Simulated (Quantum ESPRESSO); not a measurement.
RbBr: dielectric tensor and Born charges under several settings

```
Rb Br
1.0
     0.00000    3.42700    3.42700
     3.42700    0.00000    3.42700
     3.42700    3.42700    0.00000
Rb Br
1 1
Direct
  0.00000 0.00000 0.00000
  0.50000 0.50000 0.50000
```

All runs used Quantum ESPRESSO 7.5; potentials PseudoDojo 0.4.1 SR LDA standard; given cell; no spin polarisation; cutoff 599 eV; occupations smeared at first, fixed for the response.

```tsv
level	k mesh (s: shifted)	pressure (GPa)	ε∞ (diagonal)	Born charge of atom 1 (e)	sum of the Born charges (e)
LDA	2 × 2 × 2	-0.9	3.16	1.16	-0.45
LDA	4 × 4 × 4	-1.3	2.64	1.15	-0.01
LDA	6 × 6 × 6	-1.3	2.62	1.15	0.00
LDA	8 × 8 × 8	?	?	?	?
LDA	10 × 10 × 10	-1.3	2.62	1.15	0.00
```

Problem. What stands in the row left open?

Solution. Pressure -1.3 GPa; ε∞ 2.62; Born charge of atom 1 1.15 e; sum of the Born charges 0.00 e.

Caveats: some runs use coarse meshes; on a mesh that holds Γ this program's dielectric tensor can be off by some percent beyond the error of the mesh.

For the row left open. Caveat: on a mesh that holds Γ this program's dielectric tensor can be off by some percent beyond the error of the mesh.
